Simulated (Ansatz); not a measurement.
## Relaxing MgTe

Computed with Ansatz 0.2.0, DFT PBE, scalar-relativistic, plane waves, PAW. Settings: 420 eV cutoff, 9×9×4 k-mesh, Gaussian smearing of 0.02 eV, no spin polarisation.

What was changed: relaxed at 20 GPa.

Other phases may be more stable at this pressure.

Command:

```bash
ansatz run input.yaml --threads 1 --pin off --max-ram 2560MiB --backend cpu --events-out ev --progress --plain --runs-dir out
```

Input:

```yaml
crystal:
  lattice:
    - [4.2040475045, 0.0, 0.0]
    - [-2.1020237523, 3.6408119376, 0.0]
    - [0.0, 0.0, 6.8387611125]
  atoms:
    - { symbol: Mg, position: [0.3333333333, 0.6666666667, 0.9967315534] }
    - { symbol: Mg, position: [0.6666666667, 0.3333333333, 0.4967315534] }
    - { symbol: Te, position: [0.3333333333, 0.6666666667, 0.3732684466] }
    - { symbol: Te, position: [0.6666666667, 0.3333333333, 0.8732684466] }
basis:
  ecutwfc: 420
kpoints:
  mp_grid: { grid: [9, 9, 4] }
hamiltonian:
  xc: pbe
scf:
  occupations: { method: gaussian, width: 0.02 }
output:
  forces: true
  stress: true
  eigenvalues: true
relax:
  adjacent_minimum: "off"
  f_tol: 0.008
  max_steps: 50
  cell: { stress_tol: 0.08, p_target: 20.0 }
```

F is the free energy. Steps run on the plane waves of an earlier cell, but the last one, and at times one on the way, on a freshly chosen basis, so a repeated geometry can differ a little in energy. The relaxation lowers the enthalpy F + PV at the target pressure, so F itself can rise.

Steps:

```csv
step,F − F(1) (eV),largest force component (eV/Å),V (Å³/atom),P (GPa)
1,0.0000,0.003,26.169,16.52
2,0.9050,0.019,24.364,24.06
3,0.3825,0.007,25.322,19.78
4,0.4110,0.009,25.264,20.01
5,0.4150,0.007,25.256,20.04
6,0.4154,0.007,25.256,20.04
```

Relaxed structure:

```cif
data_structure
_symmetry_space_group_name_H-M 'P 1'
_symmetry_Int_Tables_number 1
_cell_length_a 4.1651
_cell_length_b 4.1651
_cell_length_c 6.7243
_cell_angle_alpha 90.000
_cell_angle_beta 90.000
_cell_angle_gamma 120.000
_cell_volume 101.02
loop_
_atom_site_label
_atom_site_type_symbol
_atom_site_fract_x
_atom_site_fract_y
_atom_site_fract_z
_atom_site_occupancy
Mg1 Mg 0.33333 0.66667 0.99562 1
Mg2 Mg 0.66667 0.33333 0.49562 1
Te1 Te 0.33333 0.66667 0.37438 1
Te2 Te 0.66667 0.33333 0.87438 1
```

The structure is hexagonal, space group P6_3mc (No. 186). Conventional cell: a = 4.165 Å, b = 4.165 Å, c = 6.724 Å, α = 90.00°, β = 90.00°, γ = 120.00°. Around Mg (site symmetry 3m) lie 4 Te at 2.54 to 2.55 Å. Te (site symmetry 3m) is surrounded by 4 Mg at 2.54 to 2.55 Å.

The run converged. It took 74 s on 1 thread of Arm Neoverse V1, with other jobs on the host, peak memory 0.38 GiB.